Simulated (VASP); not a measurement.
# P (Cmce) in VASP: notebook

One crystal, P, is run at these levels: PBE, LDA; tasks: relaxation of cell and atoms.

All numbers are computed with VASP 6.6.1; they aren't measurements. Logs are shortened: lines on timing, memory, paths and dates and some standing lists are left out, and cuts for length are marked.

### 1 The crystal as given

The structure is orthorhombic, space group Cmce (No. 64). Conventional cell: a = 3.316 Å, b = 10.484 Å, c = 4.379 Å, α = 90.00°, β = 90.00°, γ = 90.00°. Around P (site symmetry m) lie 3 P at 2.22 to 2.24 Å.

### 2 Relaxation of cell and atoms, PBE

Contents of INCAR:

```
SYSTEM = P
PREC     = Accurate       ! precision mode
ENCUT    = 600            ! plane-wave cutoff, eV
EDIFF    = 1E-6           ! SCF threshold, eV
ISMEAR   = 0              ! smearing method
SIGMA    = 0.03           ! smearing width, eV
LREAL    = .FALSE.        ! projectors in reciprocal space
LASPH    = .TRUE.         ! aspherical terms in the spheres
NELM     = 80             ! most SCF steps
ALGO     = Normal         ! electronic algorithm
ISIF     = 3              ! what is computed and relaxed
LWAVE    = .FALSE.        ! write WAVECAR
LCHARG   = .FALSE.        ! write CHGCAR
GGA      = PE             ! functional
IBRION   = 2              ! ionic algorithm
NSW      = 90             ! ionic steps
EDIFFG   = -0.01          ! ionic threshold
```

Contents of KPOINTS:

```
Automatic mesh
0
G
  10 10 8
  0 0 0
```

Contents of POSCAR:

```
P
1.0
    1.6582000000     -5.2420000000      0.0000000000
    1.6582000000      5.2420000000      0.0000000000
    0.0000000000      0.0000000000      4.3793000000
P
4
Direct
    0.8983800000      0.1016200000      0.0806800000
    0.6016200000      0.3983800000      0.5806800000
    0.1016200000      0.8983800000      0.9193200000
    0.3983800000      0.6016200000      0.4193200000
```

Potentials or basis: VASP PAW PBE potentials, release 64 (P).

On the command line:

```sh
$ cat potpaw_PBE.64/P/POTCAR > POTCAR
$ mpirun -np 1 vasp_std > vasp.out
```

OUTCAR:

```text
SYSTEM = P
   PREC = Accurate
   ENCUT = 600
   EDIFF = 1E-6
   ISMEAR = 0
   LREAL = .FALSE.
   LASPH = .TRUE.
   NELM = 80
   ISIF = 3
   GGA = PE
   IBRION = 2
   NSW = 90
   EDIFFG = -0.01

 ion  position               nearest neighbor table
   1  0.898  0.102  0.081-   4 2.22   4 2.22   3 2.24
   2  0.602  0.398  0.581-   3 2.22   3 2.22   4 2.24
   3  0.102  0.898  0.919-   2 2.22   2 2.22   1 2.24
   4  0.398  0.602  0.419-   1 2.22   1 2.22   2 2.24

  LATTYP: Found a base centered orthorhombic cell.
 ALAT       =     3.3164000000
 B/A-ratio  =     3.1612591967
 C/A-ratio  =     1.3204981305

  Lattice vectors:

 A1 = (   1.6582000000,  -5.2420000000,   0.0000000000)
 A2 = (   1.6582000000,   5.2420000000,   0.0000000000)
 A3 = (   0.0000000000,   0.0000000000,   4.3793000000)

Analysis of symmetry for initial positions (statically):
=====================================================================
 Subroutine PRICEL returns:
 Original cell was already a primitive cell.

 Routine SETGRP: Setting up the symmetry group for a
 base centered orthorhombic supercell.

 Subroutine GETGRP returns: Found  8 space group operations
 (whereof  4 operations were pure point group operations)
 out of a pool of  8 trial point group operations.

The static configuration has the point symmetry C_2h.
 The point group associated with its full space group is D_2h.

Analysis of symmetry for dynamics (positions and initial velocities):
=====================================================================
 Subroutine PRICEL returns:
 Original cell was already a primitive cell.

 Routine SETGRP: Setting up the symmetry group for a
 base centered orthorhombic supercell.

 Subroutine GETGRP returns: Found  8 space group operations
 (whereof  4 operations were pure point group operations)
 out of a pool of  8 trial point group operations.

The dynamic configuration has the point symmetry C_2h.
 The point group associated with its full space group is D_2h.

 Subroutine INISYM returns: Found  8 space group operations
 (whereof  4 operations are pure point group operations),
 and found     1 'primitive' translations

----------------------------------------------------------------------------------------

                                     Primitive cell

  volume of cell :      76.1322

  direct lattice vectors                    reciprocal lattice vectors
     1.658200000 -5.242000000  0.000000000     0.301531781 -0.095383441  0.000000000
     1.658200000  5.242000000  0.000000000     0.301531781  0.095383441  0.000000000
     0.000000000  0.000000000  4.379300000     0.000000000  0.000000000  0.228346996

  length of vectors
     5.498017028  5.498017028  4.379300000     0.316258464  0.316258464  0.228346996

  position of ions in fractional coordinates (direct lattice)
     0.898380000  0.101620000  0.080680000
     0.601620000  0.398380000  0.580680000
     0.101620000  0.898380000  0.919320000
     0.398380000  0.601620000  0.419320000

  ion indices of the primitive-cell ions
   primitive index   ion index
                 1           1
                 2           2
                 3           3
                 4           4

----------------------------------------------------------------------------------------

 KPOINTS: Automatic mesh

Automatic generation of k-mesh.
 Grid dimensions read from file:
 generate k-points for:   10   10    8

 Generating k-lattice:

  Cartesian coordinates                     Fractional coordinates (reciprocal lattice)
     0.030153178 -0.009538344  0.000000000     0.100000000  0.000000000  0.000000000
     0.030153178  0.009538344  0.000000000     0.000000000  0.100000000  0.000000000
     0.000000000  0.000000000  0.028543375     0.000000000  0.000000000  0.125000000

  Length of vectors
     0.031625846  0.031625846  0.028543375

  Shift w.r.t. Gamma in fractional coordinates (k-lattice)
     0.000000000  0.000000000  0.000000000

 Subroutine IBZKPT returns following result:
 ===========================================

[... 48 lines left out ...]

  FORCE on cell =-STRESS in cart. coord.  units (eV):
  Direction    XX          YY          ZZ          XY          YZ          ZX
  --------------------------------------------------------------------------------------
  -------------------------------------------------------------------------------------
  Total        0.5963467      1.1396583      0.7939542      0.0000000     -0.0000000      0.0000000
  in kB       12.5499140     23.9837234     16.7084986      0.0000000     -0.0000000      0.0000000
  external PRESSURE =      17.7473786 kB  Pullay stress =       0.0000000 kB
[... 95 lines left out ...]
  FREE ENERGIE OF THE ION-ELECTRON SYSTEM (eV)
  ---------------------------------------------------
  free  energy   TOTEN  =       -21.4775459147 eV

  energy  without entropy=      -21.4775230551  energy(sigma->0) =      -21.47753448

[... ionic steps 4 to 16 ...]

--------------------------------------- Ionic step       17  -------------------------------------------

 number of electron      19.9999999 magnetization

------------------------ aborting loop because EDIFF is reached ----------------------------------------

  FORCE on cell =-STRESS in cart. coord.  units (eV):
  Direction    XX          YY          ZZ          XY          YZ          ZX
  --------------------------------------------------------------------------------------
  -------------------------------------------------------------------------------------
  Total       -0.0024757     -0.0068237      0.0018997      0.0000000      0.0000000      0.0000000
  in kB       -0.0468986     -0.1292666      0.0359879      0.0000000      0.0000000      0.0000000
  external PRESSURE =      -0.0467258 kB  Pullay stress =       0.0000000 kB
[... 61 lines left out ...]
  energy  without entropy=      -21.5082226590  energy(sigma->0) =      -21.50822288

--------------------------------------- Ionic step       19  -------------------------------------------

 number of electron      19.9999999 magnetization

 Free energy of the ion-electron system (eV)
  ---------------------------------------------------
  ext. energy  EPLUGINS =         0.00000000
  ---------------------------------------------------
  free energy    TOTEN  =       -21.50822316 eV

  energy without entropy =      -21.50822271  energy(sigma->0) =      -21.50822293

 E-fermi :   5.4871     XC(G=0):  -9.2640

 val. band max:        5.4230022359   @ k =   0.5000   0.5000   0.0000
 cond. band min:       5.5511210965   @ k =   0.5000   0.5000   0.0000
 fundamental gap:      0.1281188605
 Fermi energy:         5.4870616301

 k-point     1 :       0.0000    0.0000    0.0000
  band No.  band energies     occupation
      1     -10.0947      2.00000
      2      -7.4230      2.00000
      3      -4.1837      2.00000
      4      -1.0841      2.00000
      5       0.4580      2.00000
      6       0.6532      2.00000
      7       1.5989      2.00000
      8       2.7865      2.00000
      9       3.1027      2.00000
     10       4.4005      2.00000
     11       6.1520      0.00000
     12       6.6298      0.00000
     13       7.5101      0.00000
     14       8.3269      0.00000
[... 375 lines left out ...]
 k-point    24 :       0.4000    0.3000    0.0000
  band No.  band energies     occupation
      1      -8.9431      2.00000
      2      -6.5671      2.00000
      3      -5.1815      2.00000
      4      -1.7900      2.00000
      5      -0.4597      2.00000
      6       0.1510      2.00000
      7       1.0331      2.00000
      8       1.7635      2.00000
      9       3.5570      2.00000
     10       4.1906      2.00000
     11       6.0018      0.00000
     12       6.5053      0.00000
     13       7.7893      0.00000
     14       8.1136      0.00000

 [... further k-points ...]

------------------------ aborting loop because EDIFF is reached ----------------------------------------

  FORCE on cell =-STRESS in cart. coord.  units (eV):
  Direction    XX          YY          ZZ          XY          YZ          ZX
  --------------------------------------------------------------------------------------
  -------------------------------------------------------------------------------------
  Total        0.0003778     -0.0013433      0.0191245      0.0000000      0.0000000      0.0000000
  in kB        0.0071587     -0.0254535      0.3623699      0.0000000      0.0000000      0.0000000
  external PRESSURE =       0.1146917 kB  Pullay stress =       0.0000000 kB
[... 19 lines left out ...]
  FREE ENERGIE OF THE ION-ELECTRON SYSTEM (eV)
  ---------------------------------------------------
  free  energy   TOTEN  =       -21.5082231561 eV

  energy  without entropy=      -21.5082227132  energy(sigma->0) =      -21.50822293

 reached required accuracy - stopping structural energy minimisation
```

It took 24 min on 1 thread of Intel Xeon 6975P-C (Granite Rapids), shared host; peak memory 0.39 GiB.

Results:

```yaml
Free_energy: -21.5082 eV
Relaxed_volume: 21.14 Å³/atom
Relaxed_cell: a = 5.853 Å, b = 5.853 Å, c = 4.553 Å, α = 90.00°, β = 90.00°, γ = 147.18°
Space_group_after_relaxing_to_0.05_Å: Cmce (No. 64)
Energy_gained_by_relaxing: 10.1 meV/atom
Ionic_steps: 19
Pressure_after_relaxing: 0.0 GPa
Largest_force_after_relaxing: 0.010 eV/Å
Band_gap_on_the_k_mesh: 0.13 eV, direct
```

Forces on the atoms (eV/Å):
```
P    0.000 -0.010 -0.002
P    0.000  0.010 -0.002
P    0.000  0.010  0.002
P    0.000 -0.010  0.002
```

Step by step:
```csv
step,energy change (eV),largest force (eV/Å),pressure (GPa),volume (Å³)
1,0.0000,0.0568,1.77,76.13
2,-0.0076,0.2475,-0.69,78.48
3,-0.0095,0.1564,0.05,77.74
4,-0.0144,0.1391,0.06,78.23
5,-0.0253,0.1269,0.15,79.70
6,-0.0317,0.2717,0.48,82.68
7,-0.0341,0.2307,0.37,83.09
8,-0.0383,0.1056,0.05,84.34
9,-0.0388,0.0450,-0.10,84.94
10,-0.0390,0.0398,-0.07,84.89
11,-0.0393,0.0247,0.02,84.74
12,-0.0393,0.0055,0.20,84.44
13,-0.0395,0.0099,0.11,84.59
14,-0.0397,0.0068,0.05,84.62
15,-0.0400,0.0349,-0.13,84.70
16,-0.0402,0.0185,-0.04,84.62
17,-0.0402,0.0120,0.00,84.58
18,-0.0402,0.0104,0.01,84.56
19,-0.0402,0.0099,0.01,84.56
```

Final structure:
```cif
data_structure
_symmetry_space_group_name_H-M 'P 1'
_symmetry_Int_Tables_number 1
_cell_length_a 5.8533
_cell_length_b 5.8533
_cell_length_c 4.5532
_cell_angle_alpha 90.000
_cell_angle_beta 90.000
_cell_angle_gamma 147.178
_cell_volume 84.56
loop_
_atom_site_label
_atom_site_type_symbol
_atom_site_fract_x
_atom_site_fract_y
_atom_site_fract_z
_atom_site_occupancy
P1 P 0.90564 0.09436 0.08655 1
P2 P 0.59436 0.40564 0.58655 1
P3 P 0.09436 0.90564 0.91345 1
P4 P 0.40564 0.59436 0.41345 1
```

Caveat: the volume moved by +11 % from the deposited cell, more than functionals usually miss. As with any semilocal functional, this PBE gap is likely too small.

### 3 Relaxation of cell and atoms, PBE

This run uses another cell than the first one, of 21.14 Å³/atom, 1.111 times its volume.

Changes to INCAR since step 2:

```diff
@@ -3,3 +3,3 @@
 ENCUT    = 600            ! plane-wave cutoff, eV
-EDIFF    = 1E-6           ! SCF threshold, eV
+EDIFF    = 1E-7           ! SCF threshold, eV
 ISMEAR   = 0              ! smearing method
@@ -16,2 +16,2 @@
 NSW      = 90             ! ionic steps
-EDIFFG   = -0.01          ! ionic threshold
+EDIFFG   = -0.005         ! ionic threshold
```

KPOINTS is that of step 2.

Contents of POSCAR:

```
P                                       
1.0
    1.6537253547     -5.6148656456      0.0000000000
    1.6537253547      5.6148656456     -0.0000000000
    0.0000000000     -0.0000000000      4.5531988525
  P             
     4
Direct
     0.9056435807249434    0.0943564192750567    0.0865535901371180
     0.5943564192750566    0.4056435807249432    0.5865535901371179
     0.0943564192750567    0.9056435807249434    0.9134464098628821
     0.4056435807249432    0.5943564192750566    0.4134464098628820
```

Potentials or basis: VASP PAW PBE potentials, release 64 (P).

On the command line:

```sh
$ cat potpaw_PBE.64/P/POTCAR > POTCAR
$ mpirun -np 1 vasp_std > vasp.out
```

Run time: 17 min. Hardware: 1 thread of Intel Xeon 6975P-C (Granite Rapids), shared host; peak memory 0.39 GiB.

It converged, with:

| Item | Value |
| --- | --- |
| Free energy | -21.5095 eV |
| Relaxed volume | 21.32 Å³/atom |
| Relaxed cell | a = 5.884 Å, b = 5.884 Å, c = 4.569 Å, α = 90.00°, β = 90.00°, γ = 147.37° |
| Space group after relaxing (to 0.05 Å) | Cmce (No. 64) |
| Energy gained by relaxing | 0.1 meV/atom |
| Ionic steps | 11 |
| Pressure after relaxing | 0.0 GPa |
| Largest force after relaxing | 0.004 eV/Å |
| Band gap on the k mesh | 0.17 eV, direct |

Forces on the atoms (eV/Å):
```
P    0.000 -0.002 -0.003
P    0.000  0.002 -0.003
P    0.000  0.002  0.003
P    0.000 -0.002  0.003
```

Step by step:
| step | energy change (eV) | largest force (eV/Å) | pressure (GPa) | volume (Å³) |
| --- | --- | --- | --- | --- |
| 1 | 0.0000 | 0.0101 | 0.02 | 84.56 |
| 2 | 0.0000 | 0.0075 | 0.01 | 84.59 |
| 3 | 0.0000 | 0.0097 | 0.01 | 84.61 |
| 4 | 0.0000 | 0.0089 | 0.01 | 84.63 |
| 5 | -0.0001 | 0.0066 | 0.02 | 84.69 |
| 6 | -0.0001 | 0.0023 | 0.03 | 84.82 |
| 7 | -0.0002 | 0.0086 | 0.07 | 85.08 |
| 8 | -0.0002 | 0.0047 | 0.02 | 85.18 |
| 9 | -0.0002 | 0.0044 | -0.01 | 85.25 |
| 10 | -0.0002 | 0.0041 | -0.01 | 85.27 |
| 11 | -0.0002 | 0.0036 | -0.01 | 85.30 |

Final structure:
```
P
1.0
     1.65296   -5.64755    0.00000
     1.65296    5.64755    0.00000
     0.00000    0.00000    4.56856
P
4
Direct
  0.90633 0.09367 0.08710
  0.59367 0.40633 0.58710
  0.09367 0.90633 0.91290
  0.40633 0.59367 0.41290
```

Levels at points of the mesh, in eV from the valence-band top:
| k point | band 8 | band 9 | band 10 | band 11 | band 12 | band 13 |
| --- | --- | --- | --- | --- | --- | --- |
| (0.00, 0.00, 0.00) | -2.59 | -2.29 | -0.98 | 0.75 | 1.23 | 2.12 |
| (0.50, 0.00, 0.00) | -3.21 | -2.47 | -2.47 | 0.78 | 0.78 | 1.58 |
| (0.50, 0.50, 0.00) | -2.17 | -1.59 | 0.00 | 0.17 | 1.05 | 2.28 |
| (0.00, 0.00, 0.50) | -3.00 | -1.52 | -1.52 | 1.60 | 1.60 | 3.03 |
| (0.50, 0.00, 0.50) | -5.14 | -1.68 | -1.68 | 1.83 | 1.83 | 3.49 |
| (0.50, 0.50, 0.50) | -2.77 | -1.80 | -1.80 | 1.58 | 1.58 | 2.60 |

A k mesh can miss the band edges. PBE usually gives volumes a little too large and moduli too small.

### 4 Relaxation of cell and atoms, LDA

Contents of INCAR:

```
SYSTEM = P
  PREC = Accurate
  ENCUT = 600
  EDIFF = 1E-6
  ISMEAR = 0
  SIGMA = 0.03
  LREAL = .False.
  LASPH = .True.
  NELM = 80
  ALGO = Normal
  ISIF = 3
  LWAVE = .False.
  LCHARG = .False.
  IBRION = 2
  NSW = 90
  EDIFFG = -0.01
```

Contents of KPOINTS:

```
Automatic mesh
0
Gamma
  10 10 8
  0 0 0
```

Contents of POSCAR:

```
P
1.0
    1.6582000000     -5.2420000000      0.0000000000
    1.6582000000      5.2420000000      0.0000000000
    0.0000000000      0.0000000000      4.3793000000
P
4
Direct
    0.8983800000      0.1016200000      0.0806800000
    0.6016200000      0.3983800000      0.5806800000
    0.1016200000      0.8983800000      0.9193200000
    0.3983800000      0.6016200000      0.4193200000
```

Potentials or basis: VASP PAW LDA potentials, release 64 (P).

On the command line:

```sh
$ cat potpaw_LDA.64/P/POTCAR > POTCAR
$ mpirun -np 1 vasp_std > vasp.out
```

Run time: 9.4 min. Hardware: 1 thread of Intel Xeon 6975P-C (Granite Rapids), shared host; peak memory 0.32 GiB.

It converged, with:

* Free energy: -24.1169 eV
* Relaxed volume: 17.36 Å³/atom
* Relaxed cell: a = 5.341 Å, b = 5.341 Å, c = 4.138 Å, α = 90.00°, β = 90.00°, γ = 143.98°
* Space group after relaxing (to 0.05 Å): Cmce (No. 64)
* Energy gained by relaxing: 12.6 meV/atom
* Ionic steps: 13
* Pressure after relaxing: 0.0 GPa
* Largest force after relaxing: 0.005 eV/Å
* Band gap on the k mesh: none (metal or under the smearing width)

Forces on the atoms (eV/Å):
```
P    0.000 -0.003 -0.004
P    0.000  0.003 -0.004
P    0.000  0.003  0.004
P    0.000 -0.003  0.004
```

Stress tensor (GPa, compression positive):
```
 0.02  0.00  0.00
 0.00  0.06  0.00
 0.00  0.00 -0.04
```

The path:
```csv
step,energy change (eV),largest force (eV/Å),pressure (GPa),volume (Å³)
1,0.0000,0.0555,-2.65,76.13
2,-0.0136,0.3783,1.54,72.71
3,-0.0205,0.2166,-0.09,73.93
4,-0.0275,0.1364,-0.10,73.36
5,-0.0320,0.0616,-0.12,72.38
6,-0.0373,0.0538,-0.15,71.92
7,-0.0476,0.0344,-0.21,70.51
8,-0.0438,0.0790,-0.03,67.68
9,-0.0501,0.0304,-0.14,69.41
10,-0.0501,0.0290,-0.14,69.47
11,-0.0501,0.0247,0.21,69.33
12,-0.0502,0.0059,0.05,69.40
13,-0.0503,0.0050,0.01,69.43
```

Final structure:
```
CELL_PARAMETERS angstrom
1.65152 -5.07940 0.00000
1.65152 5.07940 0.00000
0.00000 0.00000 4.13846
ATOMIC_POSITIONS crystal
P 0.89368 0.10632 0.07186
P 0.60632 0.39368 0.57186
P 0.10632 0.89368 0.92814
P 0.39368 0.60632 0.42814
```

Levels at points of the mesh, in eV from the Fermi level:
```csv
k point,band 6,band 7,band 8,band 9,band 10,band 11,band 12,band 13,band 14
"(0.00, 0.00, 0.00)",-4.14,-4.12,-2.94,-2.68,-1.39,0.96,1.17,1.85,3.49
"(0.50, 0.00, 0.00)",-5.06,-3.24,-3.24,-2.67,-2.67,0.72,0.72,1.03,1.03
"(0.50, 0.50, 0.00)",-5.19,-4.41,-2.18,-1.87,-0.49,0.46,0.63,2.46,3.20
"(0.00, 0.00, 0.50)",-5.26,-3.10,-3.10,-0.84,-0.84,1.48,1.48,2.20,2.20
"(0.50, 0.00, 0.50)",-5.97,-5.85,-5.85,-2.12,-2.12,1.51,1.51,4.80,4.80
"(0.50, 0.50, 0.50)",-3.19,-2.44,-2.44,-1.23,-1.23,1.26,1.26,2.74,2.74
```

LDA usually gives volumes a few per cent too small. Zero-point motion and thermal expansion aren't in these numbers.
